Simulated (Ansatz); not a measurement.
Si2Ni (space group Fm-3m) relaxed with several functionals in Ansatz (plane waves to 420 eV, scalar-relativistic PAW, no spin-orbit coupling, symmetry kept). The database cell has 13.17 Å³/atom; its temperature or method isn't stated, so the comparison with it is no error of the functional. No moments.

```csv
functional,conventional cell,V (Å³/atom),against the database cell (%),gap on mesh (eV),largest moment (μB)
PBE,"a = 5.447 Å, b = 5.447 Å, c = 5.447 Å, α = 90.00°, β = 90.00°, γ = 90.00°",13.47,2.3,0.00,0.00
LDA,"a = 5.352 Å, b = 5.352 Å, c = 5.352 Å, α = 90.00°, β = 90.00°, γ = 90.00°",12.77,-3.0,0.00,0.00
PBE+D3(BJ),"a = 5.382 Å, b = 5.382 Å, c = 5.382 Å, α = 90.00°, β = 90.00°, γ = 90.00°",12.99,-1.3,0.00,0.00
```